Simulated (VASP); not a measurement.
# Zr6C5 in VASP: further runs

One slab, Zr6C5, is run at these levels: PBE; tasks: single point.

All numbers are computed with VASP 6.6.1; they aren't measurements. Logs are shortened: lines on timing, memory, paths and dates and some standing lists are left out, and cuts for length are marked.

### Step 1. Starting point

The cell holds a slab with vacuum, 11 atoms: a = 3.324 Å, b = 3.324 Å, c = 17.569 Å, α = 90.00°, β = 90.00°, γ = 120.00°.

### Step 2. Single point, PBE

INCAR

```
SYSTEM = Zr6C5
PREC = Accurate ; ENCUT = 460
EDIFF = 1E-7 ; ISMEAR = 1
SIGMA = 0.1 ; LREAL = .False.
LASPH = .True. ; NELM = 120
ALGO = Normal ; ISIF = 2
LWAVE = .False. ; LCHARG = .False.
LDIPOL = .True. ; IDIPOL = 3
DIPOL = 0.5 0.5 0.500 ; GGA = PE
NBANDS = 65 ; LVHAR = .True.
LVACPOTAV = .True.
```

KPOINTS

```
Automatic mesh
0
Gamma
  7 7 1
  0 0 0
```

POSCAR

```
Zr6C5
1.0
    3.3236988564      0.0000000000      0.0000000000
   -1.6618494282      2.8784076442      0.0000000000
    0.0000000000      0.0000000000     17.5689437615
Zr C
6 5
Direct
    0.3333333333      0.6666666667      0.1138372362
    0.0000000000      0.0000000000      0.2683023417
    0.6666666667      0.3333333333      0.4227674472
    0.3333333333      0.6666666667      0.5772325528
    0.0000000000      0.0000000000      0.7316976583
    0.6666666667      0.3333333333      0.8861627638
    0.6666666667      0.3333333333      0.1910697889
    0.3333333333      0.6666666667      0.3455348945
    0.0000000000      0.0000000000      0.5000000000
    0.6666666667      0.3333333333      0.6544651055
    0.3333333333      0.6666666667      0.8089302111
```

Potentials or basis: VASP PAW PBE potentials, release 64 (Zr_sv, C).

The run is started by

```
> cat potpaw_PBE.64/Zr_sv/POTCAR potpaw_PBE.64/C/POTCAR > POTCAR
> mpirun -np 1 vasp_std > vasp.out
```

OUTCAR:

```text
SYSTEM = Zr6C5
   PREC = Accurate
   ENCUT = 460
   EDIFF = 1E-7
   ISMEAR = 1
   LREAL = .False.
   LASPH = .True.
   NELM = 120
   ISIF = 2
   GGA = PE

 Found      8 irreducible k-points:

 Following reciprocal coordinates:
            Coordinates               Weight
  0.000000  0.000000  0.000000      1.000000
  0.142857 -0.000000  0.000000      6.000000
  0.285714  0.000000  0.000000      6.000000
  0.428571 -0.000000  0.000000      6.000000
  0.142857  0.142857  0.000000      6.000000
  0.285714  0.142857  0.000000     12.000000
   k-points           NKPTS =      8   k-points in BZ     NKDIM =      8   number of bands    NBANDS=     65
   number of dos      NEDOS =    301   number of ions     NIONS =     11
   total plane-waves  NPLWV =  72576
   dimension x,y,z NGX =    24 NGY =   24 NGZ =  126
   dimension x,y,z NGXF=    48 NGYF=   48 NGZF=  252
   ions per type =               6   5
   NGX,Y,Z   is equivalent  to a cutoff of  12.00, 12.00, 11.92 a.u.
   NGXF,Y,Z  is equivalent  to a cutoff of  24.01, 24.01, 23.85 a.u.
 SYSTEM =  Zr6C5
   PREC   = accura    normal or accurate (medium, high low for compatibility)
   ISTART =      0    job   : 0-new  1-cont  2-samecut
   ICHARG =      2    charge: 1-file 2-atom 10-const
   ISPIN  =      1    spin polarized calculation?
   LNONCOLLINEAR =      F non collinear calculations
   LSORBIT =      F    spin-orbit coupling
   LASPH  =      T    aspherical Exc in radial PAW
   ENCUT  =  460.0 eV  33.81 Ry    5.81 a.u.   5.81  5.81 30.72*2*pi/ulx,y,z
   NELM   =    120;   NELMIN=  2; NELMDL= -5     # of ELM steps
   EDIFF  = 0.1E-06   stopping-criterion for ELM
   LREAL  =      F    real-space projection
   EDIFFG = 0.1E-05   stopping-criterion for IOM
   NSW    =      0    number of steps for IOM
   IBRION =     -1    ionic relax: 0-MD 1-quasi-New 2-CG
   NFREE  =      0    steps in history (QN), initial steepest desc. (CG)
   ISIF   =      2    stress and relaxation
   ISYM   =      2    0-nonsym 1-usesym 2-fastsym
   POTIM  = 0.5000    time-step for ionic-motion
   TEBEG  =    0.0;   TEEND  =   0.0 temperature during run
   PSTRESS=    0.0 pullay stress
   NELECT =      92.0000    total number of electrons
   NUPDOWN=      -1.0000    fix difference up-down
   EMIN   =  10.00;   EMAX   =-10.00  energy-range for DOS
   EFERMI =   0.00;   METHOD = LEGACY
   ISMEAR =     1;   SIGMA  =   0.10  broadening in eV -4-tet -1-fermi 0-gaus
   EFERMI_NEDOS =   21; number of points for ismear=-14 and -15
   IALGO  =     38    algorithm
   IMIX   =      4    mixing-type and parameters
     AMIX     =   0.40;   BMIX     =  1.00
     AMIX_MAG =   1.60;   BMIX_MAG =  1.00
  volume/ion in A,a.u.               =      15.28       103.12
  Fermi-wavevector in a.u.,A,eV,Ry     =   1.339155  2.530636 24.399825  1.793337
  Thomas-Fermi vector in A             =   2.467569
   LORBIT       =      0    0 simple, 1 ext, 2 COOP (PROOUT), +10 PAW based schemes
   GGA     = PE    functional components
   LHFCALC =     F    Hartree Fock is set to
   AEXX    =    0.0000 exact exchange contribution
   IVDW    =     0    specifies the selected vdW correction
   LEPSILON=     F    determine dielectric tensor
   LRPA    =     F    only Hartree local field effects (RPA)
 non-spin polarized calculation
 Methfessel and Paxton  Order N= 1 SIGMA  =   0.10
  energy-cutoff  :      460.00
  volume of cell :      168.08
 maximum number of plane-waves:      3788
 NGX is ok and might be reduce to    24
   NGX = 11   NGY = 11   NGZ = 61

 dipolmoment           0.000000      0.000000     -0.000000 electrons x Angstroem

 number of electron      91.9999995 magnetization

 dipolmoment           0.000000      0.000000      0.000000 electrons x Angstroem

 Free energy of the ion-electron system (eV)
  ---------------------------------------------------
  ext. energy  EPLUGINS =         0.00000000
  ---------------------------------------------------
  free energy    TOTEN  =      -104.72884093 eV

  energy without entropy =     -104.71893921  energy(sigma->0) =     -104.72554036

 E-fermi :   8.5584     XC(G=0): -11.3899

 val. band max:        8.5432637377   @ k =   0.1429   0.1429   0.0000
 cond. band min:       8.5946129683   @ k =   0.4286   0.1429   0.0000
 fundamental gap:      0.0513492306
 Fermi energy:         8.5584396693

 k-point     1 :       0.0000    0.0000    0.0000
  band No.  band energies     occupation
      1     -40.4782      2.00000
      2     -40.4776      2.00000
      3     -39.6477      2.00000
      4     -39.6447      2.00000
      5     -39.5615      2.00000
      6     -39.5139      2.00000
[... 50 lines left out ...]
     57      11.1837      0.00000
     58      11.1837      0.00000

 k-point     2 :       0.1429   -0.0000    0.0000
  band No.  band energies     occupation
      1     -40.4666      2.00000
      2     -40.4659      2.00000
      3     -39.6338      2.00000
      4     -39.6314      2.00000
      5     -39.5481      2.00000
      6     -39.5042      2.00000
[... 50 lines left out ...]
     57      11.5567      0.00000
     58      11.6135      0.00000

 k-point     3 :       0.2857    0.0000    0.0000
  band No.  band energies     occupation
      1     -40.4401      2.00000
      2     -40.4397      2.00000
      3     -39.6024      2.00000
      4     -39.6014      2.00000
      5     -39.5167      2.00000
      6     -39.4835      2.00000
[... 50 lines left out ...]
     57      11.8781      0.00000
     58      12.0262      0.00000

 k-point     4 :       0.4286   -0.0000    0.0000
  band No.  band energies     occupation
      1     -40.4188      2.00000
      2     -40.4185      2.00000
      3     -39.5771      2.00000
      4     -39.5769      2.00000
      5     -39.4889      2.00000
      6     -39.4693      2.00000
[... 50 lines left out ...]
     57      12.6131      0.00000
     58      12.7382      0.00000

 k-point     5 :       0.1429    0.1429    0.0000
  band No.  band energies     occupation
      1     -40.4475      2.00000
      2     -40.4470      2.00000
      3     -39.6111      2.00000
      4     -39.6097      2.00000
      5     -39.5257      2.00000
      6     -39.4890      2.00000
[... 50 lines left out ...]
     57      11.8646      0.00000
     58      12.2446      0.00000

 k-point     6 :       0.2857    0.1429    0.0000
  band No.  band energies     occupation
      1     -40.4236      2.00000
      2     -40.4233      2.00000
      3     -39.5828      2.00000
      4     -39.5824      2.00000
      5     -39.4956      2.00000
      6     -39.4720      2.00000
[... 50 lines left out ...]
     57      12.5230      0.00000
     58      12.7011      0.00000

 [... further k-points ...]

 [bands above 58 left out]

------------------------ aborting loop because EDIFF is reached ----------------------------------------

  FORCE on cell =-STRESS in cart. coord.  units (eV):
  Direction    XX          YY          ZZ          XY          YZ          ZX
  --------------------------------------------------------------------------------------
  -------------------------------------------------------------------------------------
  Total       -0.2692273     -0.2692273     -9.4624872      0.0000000      0.0000000     -0.0000000
  in kB       -2.5663155     -2.5663155    -90.1978675      0.0000000      0.0000000     -0.0000000
  external PRESSURE =     -31.7768328 kB  Pullay stress =       0.0000000 kB

 VOLUME and BASIS-vectors are now :
 -----------------------------------------------------------------------------
  energy-cutoff  :      460.00
  volume of cell :      168.08
      direct lattice vectors                 reciprocal lattice vectors
     3.323698856  0.000000000  0.000000000     0.300869616  0.173707154  0.000000000
    -1.661849428  2.878407644  0.000000000     0.000000000  0.347414308  0.000000000
     0.000000000  0.000000000 17.568943762     0.000000000  0.000000000  0.056918618

 POSITION                                       TOTAL-FORCE (eV/Angst)
 -----------------------------------------------------------------------------------
     -0.00000      1.91894      2.00000         0.000000     -0.000000      0.913105
      0.00000      0.00000      4.71379        -0.000000      0.000000      0.444676
      1.66185      0.95947      7.42758         0.000000      0.000000      0.002621
     -0.00000      1.91894     10.14137        -0.000000      0.000000     -0.002621
      0.00000      0.00000     12.85516        -0.000000      0.000000     -0.444676
      1.66185      0.95947     15.56894         0.000000      0.000000     -0.913105
      1.66185      0.95947      3.35689         0.000000     -0.000000     -1.975596
     -0.00000      1.91894      6.07068         0.000000     -0.000000     -0.250153
      0.00000      0.00000      8.78447        -0.000000      0.000000     -0.000000
      1.66185      0.95947     11.49826        -0.000000      0.000000      0.250153
     -0.00000      1.91894     14.21205        -0.000000      0.000000      1.975596
 -----------------------------------------------------------------------------------
    total drift:                                0.000000      0.000000      0.000000

  FREE ENERGIE OF THE ION-ELECTRON SYSTEM (eV)
  ---------------------------------------------------
  free  energy   TOTEN  =      -104.7288409307 eV

  energy  without entropy=     -104.7189392087  energy(sigma->0) =     -104.72554036
```

Run time: 88 s. Hardware: 1 thread of AMD EPYC 9R45 (Zen 5), shared host; peak memory 0.23 GiB.

The run converged, but some of its settings lie outside the range that counts as converged, so its numbers aren't taken as properties of the slab.

What came out:

| Quantity | Value |
| --- | --- |
| Free energy | -104.7288 eV |
| Largest force | 1.976 eV/Å |
| Band gap on the k mesh | none (metal or under the smearing width) |

Caveat: the cutoff is under 1.25 times the usual one of these potentials, so pressure, stress and relaxed cells hold a basis-set (Pulay) error.

### Step 3. Single point, PBE

INCAR is that of step 2.

KPOINTS

```
Automatic mesh
0
Gamma
  9 9 1
  0 0 0
```

POSCAR is that of step 2.

Potentials or basis: VASP PAW PBE potentials, release 64 (Zr_sv, C).

The run is started by

```
> cat potpaw_PBE.64/Zr_sv/POTCAR potpaw_PBE.64/C/POTCAR > POTCAR
> mpirun -np 1 vasp_std > vasp.out
```

It took 2.1 min on 1 thread of AMD EPYC 9R45 (Zen 5), shared host; peak memory 0.25 GiB.

The run converged, but some of its settings lie outside the range that counts as converged, so its numbers aren't taken as properties of the slab.

Results:

* Free energy: -104.7519 eV
* Largest force: 1.970 eV/Å
* Band gap on the k mesh: none (metal or under the smearing width)

Caveat: the cutoff is under 1.25 times the usual one of these potentials, so pressure, stress and relaxed cells hold a basis-set (Pulay) error.

### Step 4. Single point, PBE

This run uses another cell than the first one, of 17.02 Å³/atom, 1.114 times its volume.

INCAR is that of step 3.

KPOINTS is that of step 3.

POSCAR

```
Zr6C5
1.0
    3.3236988564      0.0000000000      0.0000000000
   -1.6618494282      2.8784076442      0.0000000000
    0.0000000000      0.0000000000     19.5689437615
Zr C
6 5
Direct
    0.3333333333      0.6666666667      0.1533041352
    0.0000000000      0.0000000000      0.2919824811
    0.6666666667      0.3333333333      0.4306608270
    0.3333333333      0.6666666667      0.5693391730
    0.0000000000      0.0000000000      0.7080175189
    0.6666666667      0.3333333333      0.8466958648
    0.6666666667      0.3333333333      0.2226433082
    0.3333333333      0.6666666667      0.3613216541
    0.0000000000      0.0000000000      0.5000000000
    0.6666666667      0.3333333333      0.6386783459
    0.3333333333      0.6666666667      0.7773566918
```

The run is started by

```
> cat potpaw_PBE.64/Zr_sv/POTCAR potpaw_PBE.64/C/POTCAR > POTCAR
> mpirun -np 1 vasp_std > vasp.out
```

Run time: 2.2 min. Hardware: 1 thread of AMD EPYC 9R45 (Zen 5), shared host; peak memory 0.27 GiB.

These settings aren't checked as converged: the numbers below hold their error.

Results:

| Quantity | Value |
| --- | --- |
| Free energy | -103.8104 eV |
| Largest force | 1.716 eV/Å |
| Band gap on the k mesh | none (metal or under the smearing width) |

Caveat: the cutoff is under 1.25 times the usual one of these potentials, so pressure, stress and relaxed cells hold a basis-set (Pulay) error.

### Step 5. Single point, PBE

This run uses another cell than the first one, of 22.24 Å³/atom, 1.455 times its volume.

Changes to INCAR since step 4:

```diff
@@ -1,3 +1,3 @@
 SYSTEM = Zr6C5
-PREC = Accurate ; ENCUT = 460
+PREC = Accurate ; ENCUT = 340
 EDIFF = 1E-7 ; ISMEAR = 1
```

KPOINTS is that of step 4.

POSCAR

```
Zr6C5
1.0
    3.3236988564      0.0000000000      0.0000000000
   -1.6618494282      2.8784076442      0.0000000000
    0.0000000000      0.0000000000     25.5689437615
Zr C
6 5
Direct
    0.3333333333      0.6666666667      0.2346596737
    0.0000000000      0.0000000000      0.3407958042
    0.6666666667      0.3333333333      0.4469319347
    0.3333333333      0.6666666667      0.5530680653
    0.0000000000      0.0000000000      0.6592041958
    0.6666666667      0.3333333333      0.7653403263
    0.6666666667      0.3333333333      0.2877277390
    0.3333333333      0.6666666667      0.3938638695
    0.0000000000      0.0000000000      0.5000000000
    0.6666666667      0.3333333333      0.6061361305
    0.3333333333      0.6666666667      0.7122722610
```

The run is started by

```
> cat potpaw_PBE.64/Zr_sv/POTCAR potpaw_PBE.64/C/POTCAR > POTCAR
> mpirun -np 1 vasp_std > vasp.out
```

It took 2.4 min on 1 thread of AMD EPYC 9R45 (Zen 5), shared host; peak memory 0.24 GiB.

The run converged, but a check on its numbers failed (symmetry, net force, bounds or a known fault of this set-up), so they aren't taken as properties of the slab.

Caveat: the cutoff lies under the usual one of these potentials, so the numbers hold a large basis-set error.
